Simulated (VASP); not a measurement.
# PtSe2 (Sudovikovite): Sb into a neighbouring Pt vacancy, part 3 of 4

How hard is this move in PtSe2 (Sudovikovite): Sb into a neighbouring Pt vacancy? Both ends are relaxed first, then a band of images between them. The start is a cell from a database of measured crystal structures.

VASP 6.6.1, plane waves and PAW; the level of theory is named at each step.

So far. Step 3 (Relax the host again, on a new basis): The start already met the threshold, so nothing moved. Step 4 (Relax the start): The run ended after 14 ionic steps, 1.004 eV below its first step, once the forces on the free atoms met EDIFFG = -0.05.

The database entry behind the starting cell has ideal inner coordinates that were not refined, so it need not match the best structure at ambient conditions.

### 5. Relax the end

Level of this step: PBE, spin-polarised, with small moments to start from; plane waves and PAW (Pt, Sb, Se) (VASP).

The end state is relaxed in the same way, so that both ends share their errors.

Contents of INCAR:

```
SYSTEM = SbPt6Se16
PREC = Normal
ENCUT = 280
EDIFF = 1E-05
NELM = 120
ISMEAR = 0
SIGMA = 0.05
LREAL = Auto
ALGO = Fast
GGA = PE
NBANDS = 117
ISPIN = 2
MAGMOM = 0 0 0 0 0 0 0.6 0 0 0 0 0 0.6 0 0 0.6 0 0 0 0 0 0 0
LASPH = .TRUE.
LMAXMIX = 4
LORBIT = 11
LWAVE = .FALSE.
LCHARG = .FALSE.
NCORE = 3
IBRION = 2
NSW = 60
ISIF = 2
EDIFFG = -0.05
POTIM = 0.4
MAXMIX = 40
ISYM = 0
```

Contents of POSCAR:

```
SbPt6Se16
1.0
    7.5262932490      0.0000000000      0.0000000000
   -3.7631466244      6.5179611500      0.0000000000
    0.0000000000      0.0000000000     11.5963344222
Pt Sb Se
6 1 16
Direct
    0.0025548789      0.0037577609      0.4994868605
   -0.0010005095      0.5023082182      0.5004371149
    0.5018510379     -0.0010592751     -0.0025556667
    0.4990236634     -0.0013679988      0.5013371878
    0.4980124654      0.4949958302     -0.0020612774
    0.5033914478      0.5020858210      0.4988957832
    0.0006808218      0.0013672176      0.0008078490
    0.3360553221      0.1674536785      0.3877487000
    0.3342652273      0.1699061546      0.8840302389
    0.3330155071      0.6667679257      0.3854539738
    0.3332185261      0.6646682473      0.8893996926
    0.8340262208      0.1687199261      0.3900143676
    0.8330073607      0.1639795652      0.8853005293
    0.8378219428      0.6663251728      0.3867246926
    0.8334230076      0.6660793317      0.8893819240
    0.1667779206      0.3333755232      0.1108553278
    0.1663282925      0.3301609711      0.6132361993
    0.1683770960      0.8286549194      0.1078342877
    0.1722149710      0.8411514156      0.6103614732
    0.6642467387      0.3351405517      0.1106377730
    0.6647878901      0.3322651544      0.6130052861
    0.6660159702      0.8341860014      0.1117832873
    0.6639313949      0.8323519644      0.6104486131
```

Contents of KPOINTS:

```
Automatic mesh
0
Gamma
2 2 1
0 0 0
```

The projector-augmented-wave data sets are Pt, Sb and Se (PBE family, release 64).

The run is started by

```
mpirun -np 3 vasp_std
```

The program printed:

```text
[... set-up lines as in an earlier step ...]
 entering main loop
       N       E                     dE             d eps       ncg     rms          rms(c)
DAV:   1     0.649178749522E+03    0.64918E+03   -0.47399E+04  1872   0.723E+02
DAV:   2    -0.582930219174E+02   -0.70747E+03   -0.66934E+03  2276   0.181E+02
DAV:   3    -0.106435581082E+03   -0.48143E+02   -0.46855E+02  2184   0.478E+01
DAV:   4    -0.107141876662E+03   -0.70630E+00   -0.70335E+00  2200   0.628E+00
DAV:   5    -0.107155238088E+03   -0.13361E-01   -0.13349E-01  2160   0.814E-01    0.312E+01
RMM:   6    -0.104350980119E+03    0.28043E+01   -0.38695E+01  1872   0.133E+01    0.227E+01
RMM:   7    -0.101058824291E+03    0.32922E+01   -0.55825E+00  1872   0.551E+00    0.984E+00
RMM:   8    -0.101095698701E+03   -0.36874E-01   -0.84809E-01  1872   0.166E+00    0.370E+00
RMM:   9    -0.100994656992E+03    0.10104E+00   -0.23551E-01  1872   0.107E+00    0.190E+00
RMM:  10    -0.100950068596E+03    0.44588E-01   -0.86084E-02  1872   0.678E-01    0.863E-01
RMM:  11    -0.100960302849E+03   -0.10234E-01   -0.18857E-02  1876   0.282E-01    0.655E-01
RMM:  12    -0.100967626387E+03   -0.73235E-02   -0.94924E-03  1872   0.193E-01    0.400E-01
RMM:  13    -0.100974356174E+03   -0.67298E-02   -0.55474E-03  1875   0.153E-01    0.150E-01
RMM:  14    -0.100975651743E+03   -0.12956E-02   -0.14479E-03  1872   0.809E-02    0.762E-02
RMM:  15    -0.100975928723E+03   -0.27698E-03   -0.40452E-04  1863   0.411E-02    0.315E-02
RMM:  16    -0.100975956078E+03   -0.27355E-04   -0.11232E-04  1750   0.207E-02    0.212E-02
RMM:  17    -0.100975970471E+03   -0.14394E-04   -0.35147E-05  1475   0.116E-02    0.926E-03
RMM:  18    -0.100975971378E+03   -0.90656E-06   -0.72053E-06  1197   0.518E-03
   1 F= -.10097597E+03 E0= -.10097163E+03  d E =-.100976E+03  mag=     2.0014
 curvature:   0.00 expect dE= 0.000E+00 dE for cont linesearch  0.000E+00
 trial: gam= 0.00000 g(F)=  0.827E+00 g(S)=  0.000E+00 ort = 0.000E+00 (trialstep = 0.100E+01)
 search vector abs. value=  0.827E+00
 bond charge predicted
       N       E                     dE             d eps       ncg     rms          rms(c)
DAV:   1    -0.101426971290E+03   -0.45100E+00   -0.31956E+01  1964   0.119E+01    0.236E+00
RMM:   2    -0.101556095349E+03   -0.12912E+00   -0.14389E+00  1872   0.251E+00    0.616E-01
RMM:   3    -0.101575776589E+03   -0.19681E-01   -0.16664E-01  1872   0.975E-01    0.609E-01
RMM:   4    -0.101577047768E+03   -0.12712E-02   -0.24646E-02  1877   0.394E-01    0.496E-01
RMM:   5    -0.101577277673E+03   -0.22991E-03   -0.70075E-03  1875   0.211E-01    0.117E-01
RMM:   6    -0.101577339710E+03   -0.62037E-04   -0.15108E-03  1911   0.100E-01    0.650E-02
RMM:   7    -0.101577339677E+03    0.33217E-07   -0.37743E-04  1888   0.456E-02    0.262E-02
RMM:   8    -0.101577342006E+03   -0.23298E-05   -0.15871E-04  1802   0.262E-02    0.119E-02
RMM:   9    -0.101577345242E+03   -0.32356E-05   -0.34796E-05  1453   0.136E-02
   2 F= -.10157735E+03 E0= -.10157217E+03  d E =-.601374E+00  mag=     2.0000
[... from here on, the cycles between the ionic steps are left out ...]
   3 F= -.10180271E+03 E0= -.10179409E+03  d E =-.826740E+00  mag=     1.9978
   4 F= -.10186124E+03 E0= -.10185355E+03  d E =-.585309E-01  mag=     1.9990
   5 F= -.10187771E+03 E0= -.10187104E+03  d E =-.749991E-01  mag=     1.9989
   6 F= -.10192024E+03 E0= -.10191491E+03  d E =-.425310E-01  mag=     1.9987
   7 F= -.10196036E+03 E0= -.10195357E+03  d E =-.826476E-01  mag=     2.0237
   8 F= -.10196203E+03 E0= -.10195426E+03  d E =-.843241E-01  mag=     2.0759
   9 F= -.10198191E+03 E0= -.10197570E+03  d E =-.198785E-01  mag=     2.4686
  10 F= -.10198294E+03 E0= -.10197727E+03  d E =-.209022E-01  mag=     2.5412
  11 F= -.10199281E+03 E0= -.10198704E+03  d E =-.987638E-02  mag=     2.4898
  12 F= -.10199362E+03 E0= -.10198791E+03  d E =-.106869E-01  mag=     2.4951
 curvature:  -2.69 expect dE=-0.581E-02 dE for cont linesearch -0.167E-05
 trial: gam= 0.33852 g(F)=  0.216E-02 g(S)=  0.000E+00 ort = 0.861E-04 (trialstep = 0.239E+01)
 search vector abs. value=  0.358E-02
 bond charge predicted
       N       E                     dE             d eps       ncg     rms          rms(c)
DAV:   1    -0.101992787504E+03    0.83181E-03   -0.10514E+00  1890   0.207E+00    0.277E-01
RMM:   2    -0.101995710857E+03   -0.29234E-02   -0.34620E-02  1872   0.417E-01    0.316E-01
RMM:   3    -0.101996217141E+03   -0.50628E-03   -0.49137E-03  1872   0.179E-01    0.760E-02
RMM:   4    -0.101996237737E+03   -0.20596E-04   -0.10665E-03  1872   0.798E-02    0.813E-02
RMM:   5    -0.101996356206E+03   -0.11847E-03   -0.57807E-04  1872   0.534E-02    0.179E-01
RMM:   6    -0.101996336654E+03    0.19552E-04   -0.12057E-04  1793   0.285E-02    0.147E-01
RMM:   7    -0.101996281505E+03    0.55149E-04   -0.62124E-05  1625   0.169E-02    0.111E-01
RMM:   8    -0.101996279723E+03    0.17815E-05   -0.86917E-05  1663   0.169E-02
  13 F= -.10199628E+03 E0= -.10199078E+03  d E =-.265624E-02  mag=     2.5112
 trial-energy change:   -0.002656  1 .order   -0.002555   -0.005231    0.000120
 step:   2.3420(harm=  2.3367)  dis= 0.00854  next Energy=  -101.996281 (dE=-0.266E-02)
 reached required accuracy - stopping structural energy minimisation
```

The job ended after 5 min (3 MPI ranks of Intel Xeon 6975P-C (Granite Rapids), shared host; peak memory 0.6 GiB; 13 min of CPU time).

OUTCAR, selected parts (step 5):

```text
   NELECT =     161.0000    total number of electrons

 E-fermi :   4.0501

 spin component 1
 k-point     1 :       0.0000    0.0000    0.0000
  band No.  band energies     occupation
    ...
     77       3.3728      1.00000
     78       3.6026      1.00000
     79       3.6788      1.00000
     80       3.7132      1.00000
     81       3.9574      0.99564
     82       4.1272      0.01456
     83       4.1723      0.00027
     84       5.3311      0.00000
     85       5.5141      0.00000
     86       5.5765      0.00000
    ...

 k-point     2 :       0.5000    0.0000    0.0000
  band No.  band energies     occupation
    ...
     78       3.2093      1.00000
     79       3.6059      1.00000
     80       3.6281      1.00000
     81       3.7044      1.00000
     82       3.7688      1.00000
     83       4.6609      0.00000
     84       4.7247      0.00000
     85       4.8055      0.00000
     86       5.0569      0.00000
     87       5.1624      0.00000
    ...

  Total       -1.7827744     -2.7328982     -3.9723533      0.7617437      0.1155465      0.3502161
  in kB       -5.0210360     -7.6969806    -11.1878030      2.1453879      0.3254271      0.9863545
  external PRESSURE =      -7.9686065 kB  Pullay stress =       0.0000000 kB

 POSITION                                       TOTAL-FORCE (eV/Angst)
 -----------------------------------------------------------------------------------
      0.00462      0.00536      5.79633        -0.015382     -0.001806      0.003591
     -1.87758      3.26485      5.79610        -0.005184     -0.002323     -0.022627
      0.00096      6.51243     11.57388         0.001155      0.006123      0.038898
      3.76764      0.00405      5.79803        -0.009117      0.007822     -0.008386
      1.88954      3.25841     11.58761        -0.003497      0.009291     -0.023880
      1.88506      3.26345      5.79570        -0.004772      0.003381     -0.008156
     -0.00120      0.00681     11.57614        -0.002394      0.020481     -0.012286
      1.89103      1.09376      4.46471         0.000642     -0.009859     -0.023804
      2.00739      1.16030     10.18027         0.005948      0.001663     -0.000042
      0.00609      4.35153      4.48374        -0.006473     -0.002544      0.023490
      0.15145      4.42159     10.17271         0.010692      0.000554     -0.037788
      5.64837      1.08683      4.49627         0.004697     -0.000832     -0.003945
      5.52580      1.02800     10.07228         0.004090      0.029010      0.011254
      3.76417      4.35345      4.49233        -0.008077     -0.002350      0.019453
      3.67422      4.26797     10.09372        -0.005549     -0.022773     -0.014716
      0.11279      2.24579      1.49293        -0.009834      0.006159     -0.010464
      0.00463      2.17607      7.09737         0.021150     -0.003649     -0.000514
     -1.76840      5.46657      1.46527         0.014967      0.006860      0.013519
     -1.87846      5.44088      7.09636         0.005398     -0.000723      0.012484
      3.61260      2.07718      1.40244        -0.003633     -0.026287      0.018647
      3.76519      2.17927      7.10500         0.007414     -0.015930      0.004385
      1.76150      5.36415      1.38107        -0.012059     -0.011433      0.011386
      1.88071      5.43122      7.12989         0.009819      0.009166      0.009504
 -----------------------------------------------------------------------------------
    total drift:                                0.000012      0.003507      0.006037

  FREE ENERGIE OF THE ION-ELECTRON SYSTEM (eV)
  ---------------------------------------------------
  free  energy   TOTEN  =      -101.9962797230 eV

  energy  without entropy=     -101.9852719877  energy(sigma->0) =     -101.99077586

 magnetization (x)
# of ion       s       p       d       tot
------------------------------------------
    1        0.001   0.003  -0.002   0.002
    2       -0.000   0.000  -0.003  -0.003
    3       -0.004  -0.002   0.050   0.044
    4        0.000   0.002  -0.002   0.000
    5       -0.004  -0.002   0.049   0.043
    6        0.000   0.002  -0.002   0.000
    7       -0.007  -0.007   0.000  -0.014
    8       -0.000   0.011   0.001   0.012
    9       -0.000  -0.003  -0.000  -0.003
   10       -0.001  -0.002  -0.000  -0.003
   11        0.007   0.305   0.000   0.312
   12       -0.000  -0.002  -0.000  -0.002
   13        0.006   0.232   0.000   0.238
   14       -0.000  -0.002  -0.000  -0.002
   15        0.006   0.240   0.000   0.246
   16        0.006   0.235   0.000   0.241
   17       -0.000  -0.001   0.000  -0.002
   18        0.006   0.241   0.000   0.247
   19       -0.000  -0.002  -0.000  -0.002
   20        0.008   0.312   0.000   0.320
   21       -0.001  -0.002  -0.000  -0.003
   22       -0.000  -0.002  -0.000  -0.003
   23       -0.000   0.010   0.001   0.011
--------------------------------------------------
tot          0.022   1.567   0.092   1.681

[... 6 parts as in an earlier step ...]

[... 10 further parts left out ...]
```

Step by step:

| step | energy less that of the first step (eV) | largest force (eV/Å) |
| --- | --- | --- |
| 1 | 0.0000 | 2.1977 |
| 2 | -0.6014 | 0.9447 |
| 3 | -0.8267 | 0.4782 |
| 4 | -0.8853 | 0.3072 |
| 5 | -0.9017 | 0.3174 |
| 6 | -0.9443 | 0.2540 |
| 7 | -0.9844 | 0.2034 |
| 8 | -0.9861 | 0.2033 |
| 9 | -1.0059 | 0.1239 |
| 10 | -1.0070 | 0.1427 |
| 11 | -1.0168 | 0.0899 |
| 12 | -1.0177 | 0.0964 |
| 13 | -1.0203 | 0.0394 |

The atoms that moved most (Å):

| atom | dx | dy | dz | length |
| --- | --- | --- | --- | --- |
| Se15 | -0.092 | -0.074 | -0.220 | 0.249 |
| Se16 | 0.112 | 0.073 | 0.207 | 0.247 |
| Se18 | 0.083 | 0.065 | 0.215 | 0.239 |
| Se13 | -0.127 | -0.041 | -0.194 | 0.235 |
| Se11 | 0.145 | 0.089 | -0.141 | 0.221 |
| Se20 | -0.126 | -0.107 | 0.119 | 0.204 |
| Se22 | -0.112 | -0.073 | 0.085 | 0.158 |
| Se9 | 0.131 | 0.053 | -0.071 | 0.158 |

Final coordinates:

```cif
data_structure
_symmetry_space_group_name_H-M 'P 1'
_symmetry_Int_Tables_number 1
_cell_length_a 7.5263
_cell_length_b 7.5263
_cell_length_c 11.5963
_cell_angle_alpha 90.000
_cell_angle_beta 90.000
_cell_angle_gamma 120.000
_cell_volume 568.87
loop_
_atom_site_label
_atom_site_type_symbol
_atom_site_fract_x
_atom_site_fract_y
_atom_site_fract_z
_atom_site_occupancy
Pt1 Pt 0.00103 0.00082 0.49984 1
Pt2 Pt 0.00098 0.50090 0.49982 1
Pt3 Pt 0.49970 0.99915 0.99806 1
Pt4 Pt 0.50091 0.00062 0.49999 1
Pt5 Pt 0.50101 0.49991 0.99925 1
Pt6 Pt 0.50081 0.50069 0.49979 1
Sb7 Sb 0.00036 0.00105 0.99826 1
Se8 Se 0.33516 0.16781 0.38501 1
Se9 Se 0.35572 0.17802 0.87789 1
Se10 Se 0.33462 0.66762 0.38665 1
Se11 Se 0.35931 0.67837 0.87723 1
Se12 Se 0.83386 0.16674 0.38773 1
Se13 Se 0.81306 0.15772 0.86857 1
Se14 Se 0.83409 0.66792 0.38739 1
Se15 Se 0.81559 0.65480 0.87042 1
Se16 Se 0.18726 0.34455 0.12874 1
Se17 Se 0.16754 0.33386 0.61204 1
Se18 Se 0.18438 0.83869 0.12636 1
Se19 Se 0.16779 0.83475 0.61195 1
Se20 Se 0.63934 0.31869 0.12094 1
Se21 Se 0.66745 0.33435 0.61269 1
Se22 Se 0.64554 0.82298 0.11910 1
Se23 Se 0.66652 0.83327 0.61484 1
```

This step gave:

```
electronic cycles                                 : 114
free energy (TOTEN)                               : -101.9963 eV
energy at zero smearing                           : -101.9908 eV
moment of the cell, from the last line of the log : 2.511 μB
```

Spin moment in the PAW sphere by atom:

```
atom  spin moment in the PAW sphere (μB)
 Pt1                               0.002
 Pt2                              -0.003
 Pt3                               0.044
 Pt4                               0.000
 Pt5                               0.043
 Pt6                               0.000
 Sb7                              -0.014
 Se8                               0.012
 Se9                              -0.003
Se10                              -0.003
Se11                               0.312
Se12                              -0.002
Se13                               0.238
Se14                              -0.002
Se15                               0.246
Se16                               0.241
Se17                              -0.002
Se18                               0.247
Se19                              -0.002
Se20                               0.320
Se21                              -0.003
Se22                              -0.003
Se23                               0.011
```

The run ended after 13 ionic steps, 1.020 eV below its first step, once the forces on the free atoms met EDIFFG = -0.05.

(Part 3 of 4 ends here.)

[Lines on the potential files, build, host, timing and source positions are cut from VASP's logs without a mark.]

[Logs are printed without paths, hosts, clocks, repeated set-up lines and the standing remarks that a program may print on its own settings, such as how far it seeks lower states.]

[Hosts, paths, dates, database ids (printed as entryN), source tags and the programs' standing remarks are cut or masked in the printed files.]

[Runs that stopped without an error message from VASP are left out.]
